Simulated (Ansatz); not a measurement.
Computed with DFT PBE, scalar-relativistic, plane waves, PAW (Ansatz). Settings: cutoff 420 eV, Γ-centred meshes spaced at most about 0.3 Å⁻¹ (2π included), Gaussian smearing. No spin polarisation in the final relaxations.

These are static total energies at zero pressure.

Compare these two cells of ZnS, each relaxed at this level.

A. Space group P-1 (No. 2), triclinic, a = 3.646 Å, b = 3.846 Å, c = 17.849 Å, α = 95.9°, β = 94.2°, γ = 94.1°. Zn on a site of symmetry 1 is surrounded by 4 S at 2.34–2.40 Å; around Zn on a second site of symmetry 1 lie 4 S at 2.33–2.40 Å; Zn on a site of symmetry -1 has 2 S at 2.28 Å and 2 S at 2.64 Å; around Zn on a second site of symmetry -1 lie 2 S at 2.28 Å and 2 S at 2.66 Å; around S on its first site lie 3 Zn at 2.28–2.39 Å and 1 Zn at 2.64 Å; 2 more sites not described.

B. Space group Pmmm (No. 47), orthorhombic, a = 3.617 Å, b = 3.858 Å, c = 9.038 Å. Zn on a site of symmetry mm2 is surrounded by 4 S at 2.36–2.37 Å; Zn on a site of symmetry mmm is surrounded by 4 S at 2.44 Å; S on a site of symmetry mm2 has 4 Zn at 2.36–2.44 Å; around S on a site of symmetry mmm lie 4 Zn at 2.37 Å.

Task: Which would you expect to be lower, and how large is the difference?

Result: A is lower, by 10 meV/atom. A has space group P-1 (No. 2), 20.6 Å³/atom and a gap of 1.22 eV on its mesh; B has space group Pmmm (No. 47), 21.0 Å³/atom and a gap of 0.76 eV. Counting S atoms around Zn (those within 1.25 times the shortest such distance or 1.15 times the sum of covalent radii; a plus sign parts nearer from farther groups; a slash parts the counts of unlike sites), A has Zn 2+2/4 and B has Zn 4. Both come from invented guesses. The part of the Crystallography Open Database at hand lists ZnS in space groups No. 156, 160, 186, 216; no cell shown has one of them.

Kohn–Sham gaps at this level usually fall short of measured ones. Cells relaxed within their symmetry can be saddle points. The P-1 cell of ZnS came from shaking the Pmmm one.
